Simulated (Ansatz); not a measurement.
```
CELL_PARAMETERS angstrom
      2.68867     1.55230     4.37703
     -2.68867     1.55230     4.37703
      0.00000    -3.10461     4.37703
ATOMIC_POSITIONS crystal
  La 0.25000 0.25000 0.25000
  La 0.75000 0.75000 0.75000
  Al 0.00000 0.00000 0.00000
  Al 0.50000 0.50000 0.50000
  O  0.78050 0.71950 0.25000
  O  0.25000 0.78050 0.71950
  O  0.71950 0.25000 0.78050
  O  0.21950 0.28050 0.75000
  O  0.75000 0.21950 0.28050
  O  0.28050 0.75000 0.21950
```

No spin polarisation.

Computed with r2SCAN (Ansatz, a program for electronic structure), no spin-orbit coupling. Γ-centred 8×8×8 mesh, Fermi–Dirac width 0.05 eV.

**Question.** Predict the smallest direct gap and band gap.

**Answer.** The smallest direct gap is 4.45 eV. The band gap is 4.39 eV.

Load acts through the strain it causes; cell and atoms are relaxed under it. No phonon test of stability was made. The cell was made from LaAlO3 (space group R-3c, No. 167) by this change: pressure −1 GPa.
